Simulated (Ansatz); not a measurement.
# Si: structure and electronic properties

One table from this session's results is given with a row withheld; the runs are named, their logs left out.

This is Si in the hcp structure; at room conditions it is diamond.

Program: Ansatz 0.2.0. Level of theory: DFT PBE, scalar-relativistic, plane waves, PAW. These are calculated values, not measurements.

### The system as given

Symmetry: P6_3/mmc, No. 194, hexagonal system. The conventional cell has a = 2.666 Å, b = 2.666 Å, c = 4.506 Å, α = 90.00°, β = 90.00°, γ = 120.00°. Si (site symmetry -6m2) has 12 Si at 2.67 to 2.73 Å as nearest neighbours.

As a file:

```cif
data_structure
_symmetry_space_group_name_H-M 'P6_3/mmc'
_symmetry_Int_Tables_number 194
_cell_length_a 2.6656
_cell_length_b 2.6656
_cell_length_c 4.5063
_cell_angle_alpha 90.000
_cell_angle_beta 90.000
_cell_angle_gamma 120.000
_cell_volume 27.73
loop_
_atom_site_label
_atom_site_type_symbol
_atom_site_symmetry_multiplicity
_atom_site_Wyckoff_symbol
_atom_site_fract_x
_atom_site_fract_y
_atom_site_fract_z
_atom_site_occupancy
Si1 Si 2 c 0.33333 0.66667 0.25000 1
```

The structure comes from the Materials Project (structure only).

Set-up of the first run:

(A quick probe on a coarse mesh, which set the mesh and smearing, is not shown.)

input.yaml reads:

```yaml
crystal:
  lattice:
    - [2.6655775094, 0.0, 0.0]
    - [-1.3327887547, 2.3084578389, 0.0]
    - [0.0, 0.0, 4.50626927]
  atoms:
    - { symbol: Si, position: [0.33333333, 0.66666667, 0.25] }
    - { symbol: Si, position: [0.66666667, 0.33333333, 0.75] }
basis:
  ecutwfc: 420
kpoints:
  mp_grid: { grid: [18, 18, 10] }
hamiltonian:
  xc: pbe
scf:
  occupations: { method: gaussian, width: 0.1 }
output:
  forces: true
  stress: true
  eigenvalues: true
  write_density: true
  write_potential: true
  elf: true
  volumetric_format: npy
relax:
  adjacent_minimum: "off"
  f_tol: 0.005
  max_steps: 80
  cell: { stress_tol: 0.05 }
```

Started as:

```bash
$ ansatz run input.yaml --threads 1 --pin off --max-ram 2560MiB --backend cpu --events-out ev --progress --plain --runs-dir out
```

Among the steps run: Full relaxation; Point at V/V0 = 0.97; Point at V/V0 = 1.03; The cell scaled to 0.94 of its volume; Volume × 1.06; The cell scaled to 0.91 of its volume; Point at V/V0 = 1.10; Volume × 0.88.

One table of the session follows, with a row left open; its other results are not shown here.

It belongs to the step «Fit of the equation of state». 

```
volume (Å³/atom)  energy above the lowest point (meV/atom)  pressure (GPa)
          12.643                                      70.9           14.57
          13.074                                      37.8           10.11
          13.505                                      15.8            6.20
          13.936                                       3.8            2.85
          14.367                                       0.0            0.00
          14.798                                         ?               ?
          15.229                                      12.8           -4.51
          15.803                                      33.3           -6.80
```

**Question.** Estimate the row for volume (Å³/atom) = 14.798.

Worked estimate for «energy above the lowest point (meV/atom)». A straight line through the neighbours (14.367, 0.0) and (15.229, 12.8) gives 0.0 + (12.8 − 0.0) × (14.798 − 14.367) / (15.229 − 14.367) = 6.4; a parabola fitted to 4 rows on both sides gives 3.5.

**Answer.** energy above the lowest point (meV/atom): 3.3; pressure (GPa): -2.43. In «energy above the lowest point (meV/atom)» the line misses by +3.1 and the parabola by +0.2.
